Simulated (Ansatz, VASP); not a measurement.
**CdS (Greenockite) in VASP and in Ansatz**

```
Cd S
1.0
     4.12382    0.00000    0.00000
    -2.06191    3.57134    0.00000
     0.00000    0.00000    6.70950
Cd S
2 2
Direct
  0.33333 0.66667 0.99924
  0.66667 0.33333 0.49924
  0.33333 0.66667 0.37576
  0.66667 0.33333 0.87576
```

Alike in both runs: functional PBEsol; k mesh 9 × 9 × 4; occupations gaussian, width 0.02 eV; no spin polarisation.

Ansatz relaxed the structure, and its values are those at the end. VASP's run is a single point on that final structure, the one shown.

```csv
,VASP,Ansatz
version,VASP 6.6.1,Ansatz 0.2.0
potentials or method,"VASP PAW PBE potentials, release 64 (Cd, S)","scalar-relativistic, plane waves, PAW"
plane-wave cutoff (eV),520,420
valence electrons in the cell,36,52
```

```csv
,VASP,Ansatz,Ansatz less VASP
gap on the k mesh at the Fermi level (eV),1.10,1.09,-0.004
least direct gap on the mesh (eV),1.10,1.09,-0.004
pressure (GPa),0.4,0.0,-0.40
```

The two sets of potentials don't hold the same shells in valence.

Caveats: the PAW data sets were made with another functional, which shifts forces and pressure a little (VASP). As with any semilocal functional, this PBEsol gap is likely too small.
